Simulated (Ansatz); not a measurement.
# CuI: a single-point run

Wanted: a converged single-point run for CuI, and a check of what comes out. The structure is shown as the input types it. The cell is built on a prototype (NiAs type) and needn't be the phase found in nature.

Computed with Ansatz 0.2.0 (density functional or hybrid calculation with the settings of its input, plane waves (as first typed), unless a step's input says otherwise).

2 further runs of the same task are left out: 1 for a known fault of the program, 1 that didn't finish.

### Step 1. Starting point

The structure is hexagonal, space group P6_3/mmc (No. 194). Conventional cell: a = 4.147 Å, b = 4.147 Å, c = 6.336 Å, α = 90.00°, β = 90.00°, γ = 120.00°. Around Cu (site symmetry -3m) lie 6 I at 2.87 Å and 2 Cu at 3.17 Å. I (site symmetry -6m2) has 6 Cu at 2.87 Å as nearest neighbours.

As a file:

```
Cu I
1.0
     4.14734    0.00000    0.00000
    -2.07367    3.59170    0.00000
     0.00000    0.00000    6.33636
Cu I
2 2
Direct
  0.00000 0.00000 0.00000
  0.00000 0.00000 0.50000
  0.33333 0.66667 0.25000
  0.66667 0.33333 0.75000
```

### Step 2. The calculation

Input file input.yaml:

```yaml
crystal:
  lattice:
    - [4.1473371723, 0.0, 0.0]
    - [-2.0736685862, 3.5916993492, 0.0]
    - [0.0, 0.0, 6.336356399]
  atoms:
    - { symbol: Cu, position: [0.0, 0.0, 0.0] }
    - { symbol: Cu, position: [0.0, 0.0, 0.5] }
    - { symbol: I, position: [0.3333333333, 0.6666666667, 0.25] }
    - { symbol: I, position: [0.6666666667, 0.3333333333, 0.75] }
kpoints:
  mp_grid: { grid: [6, 6, 4] }
hamiltonian:
  xc: pbesol
scf:
  occupations: { method: fixed }
  n_extra_bands: 5
  mixing: { beta: 0.005 }
  max_iter: 74
output:
  forces: true
  stress: true
  eigenvalues: true
```

Command:

```
ansatz run input.yaml --threads 4 --pin off --max-ram 3686MiB --backend cpu --events-out ev --progress --plain --runs-dir out
```

What happens when this is run?

The program finished normally. Convergence says nothing about whether the input makes sense.

The suspect setting: scf.mixing.beta is 0.005. The risk: mixing too weak. Here it converged all the same; such a setting changes the road, not the converged state.

Run again and compare: delete scf.mixing.beta (the default then holds).
